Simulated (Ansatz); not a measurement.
WC (Qusongite):

```
W C
1.0
     2.90650    0.00000    0.00000
    -1.45325    2.51710    0.00000
     0.00000    0.00000    2.83660
W C
1 1
Direct
  0.99752 0.99819 0.99559
  0.65551 0.33988 0.50414
```

The cell isn't the ideal one: atoms moved at random, drawn with an rms of 0.05 Å.

```yaml
Program: Ansatz 0.2.0
Task: relaxation of cell and atoms
Functional: PBE
Dispersion: D3(BJ)
Potentials_or_basis: JTH PAW
Cutoff: "1290 eV (not typed: the program's choice for these potentials)"
k_mesh: 8 × 8 × 7
Occupations: tetrahedron
Spin: no spin polarisation
```

At the start: volume 10.38 Å³/atom.

Task: How do energy, volume and symmetry change on relaxing?

Result: It ends after 6 steps and the volume is 10.36 Å³/atom (-0.2 %); space group P-6m2 (No. 187, to 0.05 Å).

Step by step:
```
step  energy change (eV)  largest force (eV/Å)  volume (Å³)
   1              0.0000                0.7354        20.75
   2             -0.0151                0.1743        20.69
   3             -0.0166                0.0987        20.75
   4             -0.0185                0.0001        20.72
   5             -0.0186                0.0001        20.72
   6             -0.0185                0.0001        20.72
```

Final structure:
```
W C
1.0
     2.90507    0.00000   -0.00003
    -1.45254    2.51586    0.00003
    -0.00003    0.00002    2.83458
W C
1 1
Direct
  0.99318 0.00237 0.99987
  0.65985 0.33570 0.49987
```

Caveat: the plane-wave basis is chosen anew once the cell has moved, so the energies of steps on either side of that aren't comparable; pairwise dispersion overbinds metals, which lowers pressure and volume; with tetrahedron occupations forces and stress needn't match the slope of the energy.
